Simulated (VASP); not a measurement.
# InSb (F-43m) in VASP: further runs

The runs below take InSb through relaxation of cell and atoms, with HSE06, PBEsol.

Program: VASP 6.6.1. These are calculated values, not measurements. Logs are shortened: lines on timing, memory, paths and dates and some standing lists are left out, and cuts for length are marked.

**1. The crystal as given**

Symmetry: F-43m, No. 216, cubic system. Conventional cell: a = 6.521 Å, b = 6.521 Å, c = 6.521 Å, α = 90.00°, β = 90.00°, γ = 90.00°. In (site symmetry -43m) has 4 Sb at 2.82 Å as nearest neighbours. Around Sb (site symmetry -43m) lie 4 In at 2.82 Å.

**2. Relaxation of cell and atoms, HSE06**

The input, POSCAR:

```
InSb                                    
1.0
   -0.0000000000      3.2603245824      3.2603245824
    3.2603245824     -0.0000000000      3.2603245824
    3.2603245824      3.2603245824     -0.0000000000
  In              Sb            
     1     1
Direct
     0.0000000000000000    0.0000000000000000    0.0000000000000000
     0.2500000000000000    0.2500000000000000    0.2500000000000000
```

The input, INCAR.step1:

```
SYSTEM = InSb
  PREC = Accurate
  ENCUT = 520
  EDIFF = 1E-5
  ISMEAR = 0
  SIGMA = 0.03
  LREAL = .FALSE.
  LASPH = .TRUE.
  NELM = 80
  ALGO = Normal
  LWAVE = .TRUE.
  LCHARG = .FALSE.
  KPAR = 4
  GGA = PE
```

The input, INCAR.step2:

```
SYSTEM = InSb
  PREC = Accurate
  ENCUT = 520
  EDIFF = 1E-6
  ISMEAR = 0
  SIGMA = 0.03
  LREAL = .FALSE.
  LASPH = .TRUE.
  NELM = 80
  ALGO = Normal
  ISIF = 3
  LWAVE = .FALSE.
  LCHARG = .FALSE.
  GGA = PE
  LHFCALC = .TRUE.
  HFSCREEN = 0.2
  PRECFOCK = Fast
  IBRION = 2
  NSW = 25
  EDIFFG = -0.01
  KPAR = 4
  ISTART = 1
```

The input, KPOINTS:

```
regular mesh
0
G
  4 4 4
  0 0 0
```

Potentials or basis: VASP PAW PBE potentials, release 64 (In_d, Sb).

On the command line:

```bash
$ cat potpaw_PBE.64/In_d/POTCAR potpaw_PBE.64/Sb/POTCAR > POTCAR
$ cp INCAR.step1 INCAR
$ mpirun -np 4 vasp_std > vasp.out
$ cp INCAR.step2 INCAR
$ mpirun -np 4 vasp_std > vasp.out
```

OUTCAR:

```text
SYSTEM = InSb
   PREC = Accurate
   ENCUT = 520
   EDIFF = 1E-6
   ISMEAR = 0
   LREAL = .FALSE.
   LASPH = .TRUE.
   NELM = 80
   ISIF = 3
   GGA = PE
   LHFCALC = .TRUE.
   HFSCREEN = 0.2
   PRECFOCK = Fast
   IBRION = 2
   NSW = 25
   EDIFFG = -0.01
   ISTART = 1

 ion  position               nearest neighbor table
   1  0.000  0.000  0.000-   2 2.82   2 2.82   2 2.82   2 2.82
   2  0.250  0.250  0.250-   1 2.82   1 2.82   1 2.82   1 2.82

  LATTYP: Found a face centered cubic cell.
 ALAT       =     6.5206491648

  Lattice vectors:

 A1 = (   0.0000000000,   3.2603245824,   3.2603245824)
 A2 = (   3.2603245824,   0.0000000000,   3.2603245824)
 A3 = (   3.2603245824,   3.2603245824,   0.0000000000)

Analysis of symmetry for initial positions (statically):
=====================================================================
 Subroutine PRICEL returns:
 Original cell was already a primitive cell.

 Routine SETGRP: Setting up the symmetry group for a
 face centered cubic supercell.

 Subroutine GETGRP returns: Found 24 space group operations
 (whereof 24 operations were pure point group operations)
 out of a pool of 48 trial point group operations.

The static configuration has the point symmetry T_d .

Analysis of symmetry for dynamics (positions and initial velocities):
=====================================================================
 Subroutine PRICEL returns:
 Original cell was already a primitive cell.

 Routine SETGRP: Setting up the symmetry group for a
 face centered cubic supercell.

 Subroutine GETGRP returns: Found 24 space group operations
 (whereof 24 operations were pure point group operations)
 out of a pool of 48 trial point group operations.

The dynamic configuration has the point symmetry T_d .

 Subroutine INISYM returns: Found 24 space group operations
 (whereof 24 operations are pure point group operations),
 and found     1 'primitive' translations

----------------------------------------------------------------------------------------

                                     Primitive cell

  volume of cell :      69.3127

  direct lattice vectors                    reciprocal lattice vectors
     0.000000000  3.260324582  3.260324582    -0.153358964  0.153358964  0.153358964
     3.260324582  0.000000000  3.260324582     0.153358964 -0.153358964  0.153358964
     3.260324582  3.260324582  0.000000000     0.153358964  0.153358964 -0.153358964

  length of vectors
     4.610795242  4.610795242  4.610795242     0.265625517  0.265625517  0.265625517

  position of ions in fractional coordinates (direct lattice)
[... 66 lines left out ...]
   IBRION =      2    ionic relax: 0-MD 1-quasi-New 2-CG
   NFREE  =      1    steps in history (QN), initial steepest desc. (CG)
   ISIF   =      3    stress and relaxation
   ISYM   =      3    0-nonsym 1-usesym 2-fastsym
   POTIM  = 0.5000    time-step for ionic-motion
   TEBEG  =    0.0;   TEEND  =   0.0 temperature during run
   PSTRESS=    0.0 pullay stress
   NELECT =      18.0000    total number of electrons
   NUPDOWN=      -1.0000    fix difference up-down
   EMIN   =  10.00;   EMAX   =-10.00  energy-range for DOS
   EFERMI =   0.00;   METHOD = LEGACY
   ISMEAR =     0;   SIGMA  =   0.03  broadening in eV -4-tet -1-fermi 0-gaus
   EFERMI_NEDOS =   21; number of points for ismear=-14 and -15
   IALGO  =     38    algorithm
   IMIX   =      1    mixing-type and parameters
     AMIX     =   0.40;   BMIX     =  1.00
     AMIX_MAG =   1.60;   BMIX_MAG =  1.00
  volume/ion in A,a.u.               =      34.66       233.87
  Fermi-wavevector in a.u.,A,eV,Ry     =   1.044467  1.973757 14.842757  1.090912
  Thomas-Fermi vector in A             =   2.179221
   LORBIT       =      0    0 simple, 1 ext, 2 COOP (PROOUT), +10 PAW based schemes
   GGA     = PE    functional components
   LHFCALC =     T    Hartree Fock is set to
   PRECFOCK=fast      Normal, Fast or Accurate (Low or Medium for compatibility)
   ENCUT4O =  -1.0   cutoff for four orbital integrals eV
   NKREDX  =     1    reduce k-point grid by
   NKREDY  =     1    reduce k-point grid by
   NKREDZ  =     1    reduce k-point grid by
   AEXX    =    0.2500 exact exchange contribution
   HFSCREEN=    0.2000 screening length (either q_TF or 0.3 A-1)
   HFSCREENC=   0.2000 screening length for correlation (either q_TF or 0.3 A-1)
   ENCUTFOCK=  -1.0 apply spherical cutoff to Coloumb kernel
   IVDW    =     0    specifies the selected vdW correction
   LEPSILON=     F    determine dielectric tensor
   LRPA    =     F    only Hartree local field effects (RPA)
 conjugate gradient relaxation of ions
 non-spin polarized calculation
 Gauss-broadening in eV      SIGMA  =   0.03
  energy-cutoff  :      520.00
  volume of cell :       69.31
 maximum number of plane-waves:      1892
 NGX is ok and might be reduce to    36
  NGX = 20; NGY = 20; NGZ = 20

--------------------------------------- Ionic step        1  -------------------------------------------

 number of electron      17.9999994 magnetization

 Free energy of the ion-electron system (eV)
  ---------------------------------------------------
  ext. energy  EPLUGINS =         0.00000000
  ---------------------------------------------------
  free energy    TOTEN  =        -8.36829014 eV

  energy without entropy =       -8.36829014  energy(sigma->0) =       -8.36829014

 E-fermi :   4.6560     XC(G=0):  -7.1699

 val. band max:        4.5103654454   @ k =   0.0000   0.0000   0.0000
 cond. band min:       4.9618056452   @ k =   0.0000   0.0000   0.0000
 fundamental gap:      0.4514401998
 Fermi energy:         4.6560214355

 k-point     1 :       0.0000    0.0000    0.0000
  band No.  band energies     occupation
      1     -11.8567      2.00000
      2     -11.8567      2.00000
      3     -11.8567      2.00000
      4     -11.7714      2.00000
      5     -11.7714      2.00000
      6      -7.0773      2.00000
      7       4.5104      2.00000
      8       4.5104      2.00000
      9       4.5104      2.00000
     10       4.9618      0.00000
     11       8.1727      0.00000
     12       8.1727      0.00000
     13       8.1727      0.00000
[... 181 lines left out ...]
--------------------------------------- Ionic step        3  -------------------------------------------

 number of electron      17.9999995 magnetization

 Free energy of the ion-electron system (eV)
  ---------------------------------------------------
  ext. energy  EPLUGINS =         0.00000000
  ---------------------------------------------------
  free energy    TOTEN  =        -8.36849263 eV

  energy without entropy =       -8.36849263  energy(sigma->0) =       -8.36849263

 E-fermi :   4.6043     XC(G=0):  -7.1537

 val. band max:        4.4631206577   @ k =   0.0000   0.0000   0.0000
 cond. band min:       4.8828496828   @ k =   0.0000   0.0000   0.0000
 fundamental gap:      0.4197290251
 Fermi energy:         4.6043475802

 k-point     1 :       0.0000    0.0000    0.0000
  band No.  band energies     occupation
      1     -11.8945      2.00000
      2     -11.8945      2.00000
      3     -11.8945      2.00000
      4     -11.8105      2.00000
      5     -11.8105      2.00000
      6      -7.0940      2.00000
      7       4.4631      2.00000
      8       4.4631      2.00000
      9       4.4631      2.00000
     10       4.8828      0.00000
     11       8.1246      0.00000
     12       8.1246      0.00000
     13       8.1246      0.00000
[... 139 lines left out ...]
  FREE ENERGIE OF THE ION-ELECTRON SYSTEM (eV)
  ---------------------------------------------------
  free  energy   TOTEN  =        -8.3684926313 eV

  energy  without entropy=       -8.3684926313  energy(sigma->0) =       -8.36849263

 reached required accuracy - stopping structural energy minimisation
```

Wall time 1.8 min (4 MPI ranks of AMD EPYC 9R45 (Zen 5), shared host); peak memory 0.28 GiB.

What came out:

* Free energy: -8.3685 eV
* Relaxed volume: 34.82 Å³/atom
* Relaxed cell: a = 4.618 Å, b = 4.618 Å, c = 4.618 Å, α = 60.00°, β = 60.00°, γ = 60.00°
* Space group after relaxing (to 0.05 Å): F-43m (No. 216)
* Energy gained by relaxing: 0.1 meV/atom
* Ionic steps: 3
* Pressure after relaxing: 0.0 GPa
* Band gap on the k mesh: 0.42 eV, direct

Step by step:
```tsv
step	energy change (eV)	largest force (eV/Å)	pressure (GPa)	volume (Å³)
1	0.0000	0.0000	0.20	69.31
2	-0.0002	0.0000	-0.06	69.74
3	-0.0002	0.0000	-0.04	69.64
```

Final structure:
```cif
data_structure
_symmetry_space_group_name_H-M 'P 1'
_symmetry_Int_Tables_number 1
_cell_length_a 4.6180
_cell_length_b 4.6180
_cell_length_c 4.6180
_cell_angle_alpha 60.000
_cell_angle_beta 60.000
_cell_angle_gamma 60.000
_cell_volume 69.64
loop_
_atom_site_label
_atom_site_type_symbol
_atom_site_fract_x
_atom_site_fract_y
_atom_site_fract_z
_atom_site_occupancy
In1 In 0.00000 0.00000 0.00000 1
Sb1 Sb 0.25000 0.25000 0.25000 1
```

Caveat: the PAW data sets were made with another functional, which shifts forces and pressure a little; spin-orbit coupling is left out, which moves the levels of the heavy elements.

**3. Relaxation of cell and atoms, PBEsol**

This run uses another cell than the first one, of 33.98 Å³/atom, 0.981 times its volume.

The input, INCAR:

```
SYSTEM = InSb
ALGO = Normal
EDIFF = 1E-6
EDIFFG = -0.01
ENCUT = 600
GGA = PS
IBRION = 2
ISIF = 3
ISMEAR = 0
KPAR = 8
LASPH = .True.
LCHARG = .False.
LREAL = .False.
LWAVE = .False.
NELM = 80
NSW = 90
PREC = Accurate
SIGMA = 0.03
```

The input, KPOINTS:

```
k-points
0
Gamma
  10 10 10
  0 0 0
```

The input, POSCAR:

```
InSb
1.0
    0.0000000000      3.2391000000      3.2391000000
    3.2391000000      0.0000000000      3.2391000000
    3.2391000000      3.2391000000      0.0000000000
In Sb
1 1
Direct
    0.0000000000      0.0000000000      0.0000000000
    0.2500000000      0.2500000000      0.2500000000
```

Potentials or basis: VASP PAW PBE potentials, release 64 (In_d, Sb).

On the command line:

```bash
$ cat potpaw_PBE.64/In_d/POTCAR potpaw_PBE.64/Sb/POTCAR > POTCAR
$ mpirun -np 8 vasp_std > vasp.out
```

It took 22 s on 8 MPI ranks of AMD EPYC 9R45 (Zen 5), shared host; peak memory 0.28 GiB.

It converged, with:

```yaml
Free_energy: -7.6998 eV
Relaxed_volume: 34.66 Å³/atom
Relaxed_cell: a = 4.611 Å, b = 4.611 Å, c = 4.611 Å, α = 60.00°, β = 60.00°, γ = 60.00°
Space_group_after_relaxing_to_0.05_Å: F-43m (No. 216)
Energy_gained_by_relaxing: 1.8 meV/atom
Ionic_steps: 3
Pressure_after_relaxing: 0.0 GPa
Band_gap_on_the_k_mesh: none (metal or under the smearing width)
```

The path:
| step | energy change (eV) | largest force (eV/Å) | pressure (GPa) | volume (Å³) |
| --- | --- | --- | --- | --- |
| 1 | 0.0000 | 0.0000 | 0.88 | 67.97 |
| 2 | -0.0031 | 0.0000 | -0.31 | 69.82 |
| 3 | -0.0036 | 0.0000 | -0.01 | 69.31 |

Final structure:
```cif
data_structure
_symmetry_space_group_name_H-M 'P 1'
_symmetry_Int_Tables_number 1
_cell_length_a 4.6108
_cell_length_b 4.6108
_cell_length_c 4.6108
_cell_angle_alpha 60.000
_cell_angle_beta 60.000
_cell_angle_gamma 60.000
_cell_volume 69.31
loop_
_atom_site_label
_atom_site_type_symbol
_atom_site_fract_x
_atom_site_fract_y
_atom_site_fract_z
_atom_site_occupancy
In1 In 0.00000 0.00000 0.00000 1
Sb1 Sb 0.25000 0.25000 0.25000 1
```

Levels at points of the mesh, in eV from the Fermi level:
| k point | band 6 | band 7 | band 8 | band 9 | band 10 | band 11 | band 12 | band 13 |
| --- | --- | --- | --- | --- | --- | --- | --- | --- |
| (0.00, 0.00, 0.00) | -10.64 | -0.38 | -0.01 | -0.01 | -0.01 | 2.92 | 2.92 | 2.92 |
| (0.50, 0.00, 0.00) | -9.31 | -5.58 | -0.99 | -0.99 | 0.43 | 3.76 | 3.76 | 5.96 |
| (0.50, 0.50, 0.00) | -8.72 | -5.88 | -2.22 | -2.22 | 1.27 | 1.28 | 8.00 | 8.00 |

Caveat: the PAW data sets were made with another functional, which shifts forces and pressure a little; this crystal is a semiconductor, whose small gap the functional closes, so the metal is an error of the method. The run has no spin-orbit coupling, so splittings on Sb are missing.

**4. Relaxation of cell and atoms, PBEsol**

Edit INCAR of step 3 so:

```diff
@@ -2,4 +2,4 @@
 ALGO = Normal
-EDIFF = 1E-6
-EDIFFG = -0.01
+EDIFF = 1E-7
+EDIFFG = -0.005
 ENCUT = 600
```

KPOINTS is that of step 3.

The input, POSCAR:

```
InSb                                    
1.0
    0.0000000000      3.2603245802      3.2603245802
    3.2603245802     -0.0000000000      3.2603245802
    3.2603245802      3.2603245802     -0.0000000000
  In              Sb            
     1     1
Direct
     0.0000000000000000    0.0000000000000000    0.0000000000000000
     0.2500000000000000    0.2500000000000000    0.2500000000000000
```

On the command line:

```bash
$ cat potpaw_PBE.64/In_d/POTCAR potpaw_PBE.64/Sb/POTCAR > POTCAR
$ mpirun -np 8 vasp_std > vasp.out
```

It took 10 s on 8 MPI ranks of AMD EPYC 9R45 (Zen 5), shared host; peak memory 0.26 GiB.

It converged, with:

```yaml
Free_energy: -7.6999 eV
Pressure_after_relaxing: 0.0 GPa
Band_gap_on_the_k_mesh: none (metal or under the smearing width)
```

Final structure:
```cif
data_structure
_symmetry_space_group_name_H-M 'P 1'
_symmetry_Int_Tables_number 1
_cell_length_a 4.6108
_cell_length_b 4.6108
_cell_length_c 4.6108
_cell_angle_alpha 60.000
_cell_angle_beta 60.000
_cell_angle_gamma 60.000
_cell_volume 69.31
loop_
_atom_site_label
_atom_site_type_symbol
_atom_site_fract_x
_atom_site_fract_y
_atom_site_fract_z
_atom_site_occupancy
In1 In 0.00000 0.00000 0.00000 1
Sb1 Sb 0.25000 0.25000 0.25000 1
```

Levels at points of the mesh, in eV from the Fermi level:
```
           k point  band 6  band 7  band 8  band 9  band 10  band 11  band 12  band 13
(0.00, 0.00, 0.00)  -10.64   -0.38   -0.01   -0.01    -0.01     2.92     2.92     2.92
(0.50, 0.00, 0.00)   -9.31   -5.58   -0.99   -0.99     0.43     3.76     3.76     5.96
(0.50, 0.50, 0.00)   -8.72   -5.88   -2.22   -2.22     1.27     1.28     8.00     8.00
```

Caveat: the relaxation stopped at its first step, so nothing moved; the PAW data sets were made with another functional, which shifts forces and pressure a little; this crystal is a semiconductor, whose small gap the functional closes, so the metal is an error of the method. Spin-orbit coupling is left out, which matters for the levels of Sb.
